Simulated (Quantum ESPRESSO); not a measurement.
# Ag (P6_3/mmc) in Quantum ESPRESSO: single point with PBE

Aim: the single point of Ag with PBE.

All numbers are computed with Quantum ESPRESSO 7.5; they aren't measurements. Logs are shortened: lines on timing, memory, paths and dates and some standing lists are left out, and cuts for length are marked.

### Step 1. The crystal as given

Symmetry: P6_3/mmc, No. 194, hexagonal system. The conventional cell has a = 2.930 Å, b = 2.930 Å, c = 4.790 Å, α = 90.00°, β = 90.00°, γ = 120.00°. Around Ag (site symmetry -6m2) lie 12 Ag at 2.93 Å.

This isn't the form of Ag at room conditions, which is fcc.

### Step 2. Single point, PBE

run.py reads:

```python
import numpy as np
from ase.calculators.espresso import Espresso, EspressoProfile
import spglib
from ase import Atoms
from ase.io import read

atoms = read('Ag.cif')
cell, pos, num = spglib.standardize_cell((atoms.cell[:], atoms.get_scaled_positions(), atoms.numbers), to_primitive=True, symprec=1e-4)
atoms = Atoms(numbers=num, cell=cell, scaled_positions=pos, pbc=True)

input_data = {
    'control': {'calculation': 'scf', 'prefix': 'pwscf', 'outdir': './tmp', 'tprnfor': True, 'tstress': True, 'disk_io': 'nowf'},
    'system': {'ecutwfc': 60.0, 'nbnd': 27, 'occupations': 'smearing', 'smearing': 'fd', 'degauss': 0.00367493},
    'electrons': {'conv_thr': 4e-10, 'electron_maxstep': 120, 'mixing_beta': 0.5},
}
pseudopotentials = {'Ag': 'Ag_ONCV_PBE-1.0.oncvpsp.upf'}
profile = EspressoProfile(command='pw.x', pseudo_dir='pseudo')
atoms.calc = Espresso(profile=profile, input_data=input_data, pseudopotentials=pseudopotentials, kpts=(10, 10, 6), koffset=(0, 0, 0))

print(f'energy {atoms.get_potential_energy():.8f} eV')
print('forces (eV/A)')
print(np.round(atoms.get_forces(), 6))
print('stress (eV/A^3, Voigt)')
print(np.round(atoms.get_stress(), 8))
print(f'Fermi level {atoms.calc.get_fermi_level():.4f} eV')
```

Ag.cif reads:

```cif
data_Ag
_cell_length_a 2.93000000
_cell_length_b 2.93000000
_cell_length_c 4.79000000
_cell_angle_alpha 90.00000000
_cell_angle_beta 90.00000000
_cell_angle_gamma 120.00000000
_space_group_name_H-M_alt 'P6_3/mmc'
_space_group_name_Hall '-P 6c 2c'
_space_group_IT_number 194
loop_
_space_group_symop_operation_xyz
'x,y,z'
'-x,-y,-z'
'x-y,x,z+1/2'
'-x+y,-x,-z+1/2'
'-y,x-y,z'
'y,-x+y,-z'
'-x,-y,z+1/2'
'x,y,-z+1/2'
'-x+y,-x,z'
'x-y,x,-z'
'y,-x+y,z+1/2'
'-y,x-y,-z+1/2'
'-y,-x,-z+1/2'
'y,x,z+1/2'
'-x,-x+y,-z'
'x,x-y,z'
'-x+y,y,-z+1/2'
'x-y,-y,z+1/2'
'y,x,-z'
'-y,-x,z'
'x,x-y,-z+1/2'
'-x,-x+y,z+1/2'
'x-y,-y,-z'
'-x+y,y,z'
loop_
_atom_site_label
_atom_site_type_symbol
_atom_site_symmetry_multiplicity
_atom_site_Wyckoff_symbol
_atom_site_fract_x
_atom_site_fract_y
_atom_site_fract_z
_atom_site_occupancy
Ag1 Ag 2 c 0.6666666667 0.3333333333 0.7500000000 1
```

Potentials or basis: SSSP 1.3 efficiency PBE.

Started as:

```console
OMP_NUM_THREADS=1 python run.py
```

The log of the run:

```text
energy -7818.61408522 eV
forces (eV/A)
[[ 0. -0.  0.]
 [ 0.  0.  0.]]
stress (eV/A^3, Voigt)
[-3.99766e-03 -3.99766e-03  8.72200e-05 -0.00000e+00 -0.00000e+00
  0.00000e+00]
Fermi level 16.9983 eV
```

espresso.pwi:

```text
&CONTROL
   calculation      = 'scf'
   tstress          = .true.
   tprnfor          = .true.
   outdir           = './tmp'
   prefix           = 'pwscf'
   disk_io          = 'nowf'
   pseudo_dir       = 'pseudo'
/
&SYSTEM
   nbnd             = 27
   ecutwfc          = 60.0
   occupations      = 'smearing'
   degauss          = 0.00367493
   smearing         = 'fd'
   ntyp             = 1
   nat              = 2
   ibrav            = 0
/
&ELECTRONS
   electron_maxstep = 120
   conv_thr         = 4e-10
   mixing_beta      = 0.5
/
&IONS
/
&CELL
/
&FCP
/
&RISM
/
ATOMIC_SPECIES
Ag 107.8682 Ag_ONCV_PBE-1.0.oncvpsp.upf

K_POINTS automatic
10 10 6  0 0 0

CELL_PARAMETERS angstrom
2.93000000000000 0.00000000000000 0.00000000000000
-1.46500000000000 2.53745443308841 0.00000000000000
0.00000000000000 0.00000000000000 4.79000000000000

ATOMIC_POSITIONS angstrom
Ag 1.4650000000 0.8458181444 3.5925000000  
Ag 0.0000000000 1.6916362887 1.1975000000
```

espresso.pwo:

```text
This program is part of the open-source Quantum ESPRESSO suite
     for quantum simulation of materials; please cite
         "P. Giannozzi et al., J. Phys.:Condens. Matter 21 395502 (2009);
         "P. Giannozzi et al., J. Phys.:Condens. Matter 29 465901 (2017);
         "P. Giannozzi et al., J. Chem. Phys. 152 154105 (2020);
     in publications or presentations arising from this work. More details at

Warning: card &CELL ignored
Warning: card &FCP ignored
Warning: card &RISM ignored

     Message from routine setup:
     using ibrav=0 with symmetry is DISCOURAGED, use correct ibrav instead

     G-vector sticks info
     --------------------
     sticks:   dense  smooth     PW     G-vecs:    dense   smooth      PW
     Sum         511     511    151                15123    15123    2539

     Using Slab Decomposition

     bravais-lattice index     =            0
     lattice parameter (alat)  =       5.5369  a.u.
     unit-cell volume          =     240.3245 (a.u.)^3
     number of atoms/cell      =            2
     number of atomic types    =            1
     number of electrons       =        38.00
     number of Kohn-Sham states=           27
     kinetic-energy cutoff     =      60.0000  Ry
     charge density cutoff     =     240.0000  Ry
     scf convergence threshold =      4.0E-10
     mixing beta               =       0.5000
     number of iterations used =            8  plain     mixing
     Exchange-correlation= PBE
                           (   1   4   3   4   0   0   0)

     celldm(1)=   5.536898  celldm(2)=   0.000000  celldm(3)=   0.000000
     celldm(4)=   0.000000  celldm(5)=   0.000000  celldm(6)=   0.000000

     crystal axes: (cart. coord. in units of alat)
               a(1) = (   1.000000   0.000000   0.000000 )
               a(2) = (  -0.500000   0.866025   0.000000 )
               a(3) = (   0.000000   0.000000   1.634812 )

     reciprocal axes: (cart. coord. in units 2 pi/alat)
               b(1) = (  1.000000  0.577350 -0.000000 )
               b(2) = (  0.000000  1.154701  0.000000 )
               b(3) = (  0.000000 -0.000000  0.611691 )

     PseudoPot. # 1 for Ag read from file:
     Ag_ONCV_PBE-1.0.oncvpsp.upf
     Pseudo is Norm-conserving, Zval = 19.0
     Generated using ONCVPSP code by D. R. Hamann
     Using radial grid of 1398 points,  6 beta functions with:
                l(1) =   0
                l(2) =   0
                l(3) =   1
                l(4) =   1
                l(5) =   2
                l(6) =   2

     atomic species   valence    mass     pseudopotential
     Ag               19.00   107.86820     Ag( 1.00)

     24 Sym. Ops., with inversion, found (12 have fractional translation)

   Cartesian axes

     site n.     atom                  positions (alat units)
         1        Ag     tau(   1) = (   0.5000000   0.2886751   1.2261092  )
         2        Ag     tau(   2) = (   0.0000000   0.5773503   0.4087031  )

     number of k points=    56  Fermi-Dirac smearing, width (Ry)=  0.0037
                       cart. coord. in units 2pi/alat
        k(    1) = (   0.0000000   0.0000000   0.0000000), wk =   0.0033333
        k(    2) = (   0.0000000   0.0000000   0.1019485), wk =   0.0066667
        k(    3) = (   0.0000000   0.0000000   0.2038970), wk =   0.0066667
        k(    4) = (   0.0000000   0.0000000  -0.3058455), wk =   0.0033333
        k(    5) = (   0.0000000   0.1154701   0.0000000), wk =   0.0200000
        k(    6) = (   0.0000000   0.1154701   0.1019485), wk =   0.0400000
[... 48 lines left out ...]
        k(   55) = (   0.3000000   0.5196152   0.2038970), wk =   0.0400000
        k(   56) = (   0.3000000   0.5196152  -0.3058455), wk =   0.0200000

     Dense  grid:    15123 G-vectors     FFT dimensions: (  27,  27,  48)

     Initial potential from superposition of free atoms

     starting charge      37.9994, renormalised to      38.0000
     Starting wfcs are   20 randomized atomic wfcs +    7 random wfcs

     Self-consistent Calculation

     iteration #  1     ecut=    60.00 Ry     beta= 0.50
     Davidson diagonalization with overlap
     ethr =  1.00E-02,  avg # of iterations =  3.6

     Threshold (ethr) on eigenvalues was too large:
     Diagonalizing with lowered threshold

     Davidson diagonalization with overlap
     ethr =  1.53E-04,  avg # of iterations =  2.1

     total energy              =    -574.64367286 Ry
     estimated scf accuracy    <       0.05680561 Ry

     iteration #  2     ecut=    60.00 Ry     beta= 0.50
     Davidson diagonalization with overlap
     ethr =  1.49E-04,  avg # of iterations =  2.2

     total energy              =    -574.65709899 Ry
     estimated scf accuracy    <       0.00403873 Ry

     iteration #  3     ecut=    60.00 Ry     beta= 0.50
     Davidson diagonalization with overlap
     ethr =  1.06E-05,  avg # of iterations =  3.2

     total energy              =    -574.65750553 Ry
     estimated scf accuracy    <       0.00038726 Ry
[... 33 lines left out ...]
     total energy              =    -574.65758624 Ry
     estimated scf accuracy    <          2.0E-09 Ry

     iteration #  9     ecut=    60.00 Ry     beta= 0.50
     Davidson diagonalization with overlap
     ethr =  5.32E-12,  avg # of iterations =  2.0

     total energy              =    -574.65758624 Ry
     estimated scf accuracy    <          5.4E-10 Ry

     iteration # 10     ecut=    60.00 Ry     beta= 0.50
     Davidson diagonalization with overlap
     ethr =  1.42E-12,  avg # of iterations =  2.0

     End of self-consistent calculation

          k = 0.0000 0.0000 0.0000 (  1847 PWs)   bands (ev):

   -74.9742 -74.9605 -38.4872 -38.3675 -38.3675 -38.3513 -38.3467 -38.3467
     9.5582  10.8676  12.3351  12.4309  12.4309  12.6498  12.6498  12.9753
    12.9753  13.9114  13.9114  16.7211  20.3525  32.7267  34.6243  34.8540
    34.8540  34.8882  37.0617

          k = 0.0000 0.0000 0.1019 (  1876 PWs)   bands (ev):

   -74.9733 -74.9615 -38.4782 -38.3661 -38.3661 -38.3604 -38.3481 -38.3481
     9.7659  10.9092  12.2972  12.3827  12.3827  12.5980  12.5980  13.1035
    13.1035  13.8899  13.8899  15.5418  21.8895  32.4637  33.9850  34.4526
    34.9280  34.9280  36.8729

          k = 0.0000 0.0000 0.2039 (  1882 PWs)   bands (ev):

   -74.9708 -74.9640 -38.4534 -38.3854 -38.3623 -38.3623 -38.3519 -38.3519
    10.3250  10.9873  12.2620  12.3406  12.3406  12.4820  12.4820  13.3633
    13.3633  13.8016  13.8016  13.8259  24.6935  30.8650  32.9946  33.6672
    35.1992  35.1992  36.3554
[... 108 lines left out ...]
   -74.9606 -74.9576 -38.4735 -38.4601 -38.4055 -38.3889 -38.3801 -38.3734
    10.9402  11.1975  11.6668  11.8019  12.7380  13.1814  13.5182  13.9291
    13.9660  14.0309  15.6491  18.1289  22.2163  24.1386  28.2112  29.3076
    31.4725  32.4688  33.3420

          k = 0.0000 0.4619-0.3058 (  1890 PWs)   bands (ev):

   -74.9591 -74.9591 -38.4704 -38.4704 -38.3892 -38.3892 -38.3811 -38.3811
    11.0699  11.0699  11.6525  11.6525  13.1108  13.1108  13.7010  13.7010
    13.9799  13.9799  16.6523  16.6523  23.0533  23.0533  30.4928  30.4928
    30.7504  30.7504  33.4603

          k = 0.0000-0.5774 0.0000 (  1906 PWs)   bands (ev):

   -74.9604 -74.9559 -38.4707 -38.4515 -38.4295 -38.3995 -38.3849 -38.3678
    10.9295  11.2534  11.2607  12.3429  12.6526  12.8351  13.2851  14.0360
    14.0828  14.1637  17.1282  18.4590  23.7302  23.9873  26.0421  27.1132
    27.5330  32.8515  33.6542

          k = 0.0000-0.5774 0.1019 (  1902 PWs)   bands (ev):

   -74.9601 -74.9562 -38.4760 -38.4575 -38.4199 -38.3974 -38.3831 -38.3699
    10.9556  10.9884  11.6174  12.1547  12.4392  12.9197  13.7675  13.9117
    14.0747  14.1572  17.1522  18.4191  22.8812  22.9632  27.5719  27.8882
    28.0993  32.9375  33.6196

          k = 0.0000-0.5774 0.2039 (  1890 PWs)   bands (ev):

   -74.9593 -74.9571 -38.4814 -38.4696 -38.4028 -38.3916 -38.3827 -38.3757
    10.8616  11.1013  11.6311  11.7250  12.7128  13.3114  13.5572  14.0907
    14.1190  14.1394  17.3513  18.2442  21.7405  21.8554  28.8816  29.8326
    29.8484  32.0534  33.1733

          k = 0.0000-0.5774-0.3058 (  1884 PWs)   bands (ev):

   -74.9582 -74.9582 -38.4792 -38.4792 -38.3890 -38.3890 -38.3837 -38.3837
    10.9864  10.9864  11.5857  11.5857  13.1148  13.1148  13.8738  13.8738
    14.1150  14.1150  17.8272  17.8272  21.3555  21.3555  30.3414  30.3414
    30.9625  30.9625  33.4783

          k = 0.1000 0.1732 0.0000 (  1867 PWs)   bands (ev):

   -74.9709 -74.9590 -38.4753 -38.3931 -38.3824 -38.3696 -38.3568 -38.3536
    10.3156  11.2498  12.0424  12.5282  12.5707  12.6933  12.7011  12.8524
    13.0732  13.2191  13.9738  18.5117  20.5782  29.7930  29.8025  34.5519
    34.6187  34.9499  35.5746

          k = 0.1000 0.1732 0.1019 (  1877 PWs)   bands (ev):

   -74.9701 -74.9598 -38.4685 -38.3907 -38.3844 -38.3733 -38.3587 -38.3552
    10.4924  11.3133  12.0657  12.3549  12.4389  12.6485  12.8455  12.9294
    13.1003  13.2540  13.9408  17.0680  22.4072  29.9591  30.0087  33.4572
    33.6229  35.2441  35.2955
[... 199 lines left out ...]
   -74.9576 -74.9568 -38.4574 -38.4558 -38.4334 -38.4171 -38.3860 -38.3798
    11.4973  11.6073  11.8868  12.0343  12.4124  12.6414  12.9941  13.3077
    13.8329  14.0268  19.2087  20.9186  22.1288  22.4578  24.2676  24.5387
    30.6087  32.4035  32.8253

          k = 0.3000 0.5196-0.3058 (  1880 PWs)   bands (ev):

   -74.9572 -74.9572 -38.4606 -38.4606 -38.4259 -38.4259 -38.3782 -38.3782
    11.5432  11.5432  12.0283  12.0283  12.5117  12.5117  13.0450  13.0450
    13.9784  13.9784  20.0524  20.0524  22.9417  22.9417  23.2727  23.2727
    32.7007  32.7007  35.2136

     the Fermi energy is    16.9983 ev

!    total energy              =    -574.65758624 Ry
     estimated scf accuracy    <          2.7E-12 Ry
     smearing contrib. (-TS)   =      -0.00039474 Ry
     internal energy E=F+TS    =    -574.65719150 Ry

     The total energy is F=E-TS. E is the sum of the following terms:
     one-electron contribution =    -231.27235758 Ry
     hartree contribution      =     133.38806242 Ry
     xc contribution           =     -54.19794553 Ry
     ewald contribution        =    -422.57495081 Ry

     convergence has been achieved in  10 iterations

     Forces acting on atoms (cartesian axes, Ry/au):

     atom    1 type  1   force =     0.00000000   -0.00000000    0.00000000
     atom    2 type  1   force =     0.00000000    0.00000000    0.00000000

     Total force =     0.000000     Total SCF correction =     0.000000

     Computing stress (Cartesian axis) and pressure

          total   stress  (Ry/bohr**3)                   (kbar)     P=        4.22
   0.00004354  -0.00000000   0.00000000            6.40       -0.00        0.00
   0.00000000   0.00004354   0.00000000            0.00        6.40        0.00
   0.00000000   0.00000000  -0.00000095            0.00        0.00       -0.14

=------------------------------------------------------------------------------=
   JOB DONE.
=------------------------------------------------------------------------------=
```

Run time: 38 s. Hardware: 1 thread of Arm Neoverse V2, shared host; peak memory 0.08 GiB.

What came out:

| Item | Value |
| --- | --- |
| Free energy | -7818.6148 eV |
| Pressure | 0.4 GPa |
| Band gap on the k mesh | none (metal or under the smearing width) |

Levels at points of the mesh, in eV from the Fermi level:
```csv
k point,band 17,band 18,band 19,band 20,band 21,band 22
"(0.00, 0.00, 0.00)",-4.02,-3.09,-3.09,-0.28,3.35,15.73
"(0.00, 0.00, -0.50)",-3.38,-3.38,-3.38,-3.38,10.83,10.83
"(0.00, -0.50, 0.00)",-2.92,-2.83,0.13,1.46,6.73,6.99
"(0.00, -0.50, -0.50)",-2.88,-2.88,0.83,0.83,4.36,4.36
```
